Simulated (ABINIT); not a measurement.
# WC (Qusongite): band structure with SCAN

WC (Qusongite):

```xyz
2
Lattice="2.9065 0.0000 0.0000 -1.4532 2.5171 0.0000 0.0000 0.0000 2.8366" Properties=species:S:1:pos:R:3 pbc="T T T"
W     0.0000    0.0000    0.0000
C     1.4533    0.8390    1.4183
```

```
Program             : ABINIT 10.8.3 (patched build)
Task                : band structure
Functional          : SCAN
Potentials or basis : JTH PAW PBE v2.0
Cutoff              : 626 eV
k mesh              : 10 × 10 × 9
Occupations         : fermi-dirac, width 0.05 eV
Spin                : no spin polarisation
Fine-grid cutoff    : 1224.51 eV
```

```yaml
Pressure: -2.2 GPa
Band_gap_on_the_k_mesh: none (metal or under the smearing width)
Valence_electrons_inside_the_program's_atomic_spheres: W 11.89; C 2.47
```

Stress tensor (GPa, compression positive):
```
-1.93  0.00  0.00
 0.00 -1.93  0.00
 0.00  0.00 -2.74
```

Levels at the corners of the path, in eV from the Fermi level:
```tsv
point	band 5	band 6	band 7	band 8	band 9	band 10	band 11	band 12	band 13	band 14
Γ	-15.31	-4.55	-3.50	-3.50	0.14	3.40	3.40	5.94	5.94	6.64
M	-11.83	-7.36	-3.75	-3.74	-0.47	2.48	4.74	5.07	7.31	10.10
K	-11.05	-6.92	-4.67	-3.59	0.72	0.99	2.11	3.40	9.70	15.81
Γ	-15.31	-4.55	-3.50	-3.50	0.14	3.40	3.40	5.94	5.94	6.64
A	-11.09	-9.12	-2.10	-2.10	-0.63	-0.63	3.78	4.88	4.88	10.54
L	-12.00	-6.74	-4.48	-4.34	0.25	4.61	5.47	6.95	9.69	10.39
H	-11.70	-7.43	-5.61	-1.68	-0.72	4.51	6.64	7.93	9.32	10.58
A	-11.09	-9.12	-2.10	-2.10	-0.63	-0.63	3.78	4.88	4.88	10.54
```

Wall time 96 s on 1 thread of Arm Neoverse V2, with other jobs on the host, peak memory 0.14 GiB.

Caveat: the PAW data sets were made with another functional, which shifts forces and pressure a little; spin-orbit coupling is left out, which moves the levels of the heavy elements.
